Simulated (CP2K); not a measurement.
The system is Br.

```xyz
4
Lattice="4.0873 0.0000 0.0000 1.4477 3.8223 0.0000 0.0000 0.0000 8.7023" Properties=species:S:1:pos:R:3 pbc="T T T"
Br    2.4114    2.4268    3.3948
Br    1.8038    3.3067    7.7459
Br    3.1236    1.3955    5.3075
Br    3.7312    0.5156    0.9564
```

* Program: CP2K 2026.2
* Task: relaxation of cell and atoms
* Functional: LDA
* Potentials or basis: GTH_POTENTIALS Br GTH-PADE-q7; TZVP-MOLOPT-PBE-GTH basis
* Density cutoff: 6123 eV
* k mesh: 5 × 5 × 3
* Occupations: fermi-dirac, width 0.1 eV
* Spin: no spin polarisation

At the start: pressure -0.7 GPa; volume 33.99 Å³/atom.

Q: How do energy, volume and symmetry change on relaxing?

A: Over 24 steps the energy falls by 108.8 meV/atom and the volume is 27.73 Å³/atom (-18.4 %); space group Cmce (No. 64, to 0.05 Å).

Step by step:
| step | energy change (eV) | largest force (eV/Å) | volume (Å³) |
| --- | --- | --- | --- |
| 1 | 0.0000 | 0.9257 | 135.95 |
| 2 | -0.0325 | 0.6924 | 135.76 |
| 3 | -0.0951 | 0.1180 | 134.65 |
| 4 | -0.1115 | 0.1427 | 133.70 |
| 5 | -0.1429 | 0.3356 | 131.13 |
| 6 | -0.1935 | 0.5272 | 125.96 |
| 7 | -0.2437 | 0.6762 | 119.21 |
| 8 | -0.2929 | 0.6133 | 116.68 |
| 9 | -0.3628 | 0.4949 | 111.41 |
| 10 | -0.3826 | 0.2271 | 111.46 |
| 11 | -0.3858 | 0.1896 | 111.66 |
| 12 | -0.3899 | 0.1918 | 111.49 |
| 13 | -0.3971 | 0.2438 | 111.11 |
| 14 | -0.4079 | 0.3056 | 110.09 |
| 15 | -0.4162 | 0.2368 | 109.12 |
| 16 | -0.4224 | 0.0955 | 108.59 |
| 17 | -0.4239 | 0.0105 | 108.45 |
| 18 | -0.4241 | 0.0108 | 108.54 |
| 19 | -0.4279 | 0.0404 | 109.77 |
| 20 | -0.4315 | 0.0460 | 110.69 |
| 21 | -0.4346 | 0.0262 | 111.24 |
| 22 | -0.4350 | 0.0050 | 111.08 |
| 23 | -0.4351 | 0.0005 | 110.90 |
| 24 | -0.4351 | 0.0005 | 110.90 |

Final structure:
```
Br
1.0
     3.85769    0.00000    0.00000
     1.80755    3.42165    0.00000
     0.00000    0.00000    8.40181
Br
4
Cartesian
  2.4996 2.2666 3.1808
  2.1406 2.8658 7.3817
  3.1657 1.1550 5.2210
  3.5247 0.5558 1.0201
```

Caveat: the volume moved by over 15 % at a fixed basis, so the end points are rough; the volume moved by -18 % from the deposited cell, more than functionals usually miss; the basis of atomic orbitals isn't converged, which shifts pressures, moduli and gaps.
